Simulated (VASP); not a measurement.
Data:

```
AlLaO3
1.0
    3.77135     0.00000     0.00000
    0.00000     3.77135     0.00000
    0.00000     0.00000     3.77135
La Al O
1 1 3
Direct
  0.00000   0.00000   0.00000
  0.50000   0.50000   0.50000
  0.50000   0.00000   0.50000
  0.00000   0.50000   0.50000
  0.50000   0.50000   0.00000
```

These are PBEsol GGA, VASP's PBE PAW potentials (set 64) (plane waves; VASP) values and carry that method's errors. Numerical set-up: 520 eV cut-off, Gaussian smearing of 0.050 eV, potentials La Al O.

**Question.** Give the energies of bands 8 to 19 at the high-symmetry points, in eV from the valence-band maximum.

**Answer.** 
```json
[
 {"band": "8", "Γ": "-4.46", "X": "-4.84", "M": "-5.79", "R": "-7.66"},
 {"band": "9", "Γ": "-4.46", "X": "-4.84", "M": "-4.54", "R": "-2.39"},
 {"band": "10", "Γ": "-4.46", "X": "-3.86", "M": "-3.74", "R": "-2.39"},
 {"band": "11", "Γ": "-1.49", "X": "-2.76", "M": "-2.83", "R": "-2.39"},
 {"band": "12", "Γ": "-1.49", "X": "-2.53", "M": "-2.83", "R": "-1.47"},
 {"band": "13", "Γ": "-1.49", "X": "-1.69", "M": "-1.50", "R": "-1.47"},
 {"band": "14", "Γ": "-0.10", "X": "-1.69", "M": "-1.31", "R": "0.00"},
 {"band": "15", "Γ": "-0.10", "X": "-1.10", "M": "-1.31", "R": "0.00"},
 {"band": "16", "Γ": "-0.10", "X": "-1.10", "M": "-0.03", "R": "0.00"},
 {"band": "17", "Γ": "3.43", "X": "4.50", "M": "4.52", "R": "4.68"},
 {"band": "18", "Γ": "3.43", "X": "4.63", "M": "4.52", "R": "4.68"},
 {"band": "19", "Γ": "4.83", "X": "4.85", "M": "4.84", "R": "4.68"}
]
```

The gap is indirect, 3.43 eV, from the valence maximum at R to the conduction minimum at Γ.

The compound is LaAlO3 in the cubic perovskite structure, the ideal cubic form; the compound distorts at low or room temperature. It was relaxed first.
